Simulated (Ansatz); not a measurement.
The system is HfN.

```xyz
4
Lattice="3.1339 0.0000 0.0000 -1.5670 2.7140 0.0000 0.0000 0.0000 5.4168" Properties=species:S:1:pos:R:3 pbc="T T T"
Hf    0.0000    1.8094    1.3542
Hf    1.5670    0.9047    4.0626
N     0.0000    0.0000    2.7084
N     0.0000    0.0000    0.0000
```

The cell comes from a database or a generator and needn't be the stable form of this composition.

Base run:

```yaml
Program: Ansatz 0.2.0
Functional: PBEsol
Potentials_or_basis: all-electron LAPW, scalar-relativistic
Cutoff: 315 eV
Density_cutoff: 1261 eV
Basis_error_allowed: 0.002 eV/atom
k_mesh: 8 × 8 × 4
Occupations: fermi-dirac, width 0.05 eV
Spin: no spin polarisation
```

Its results: pressure -2.1 GPa.

Q: The run is repeated on the same cell with these changes: k mesh from 8 × 8 × 4 to 6 × 6 × 3; occupations from fermi-dirac, width 0.05 eV to fermi-dirac, width 0.03 eV. What comes out?

A: Pressure -2.6 GPa.

Caveats: some runs use coarse meshes; the k mesh is thin for a metal, which can move the energy by tens of meV per atom.

Not every run made on this cell is shown here.
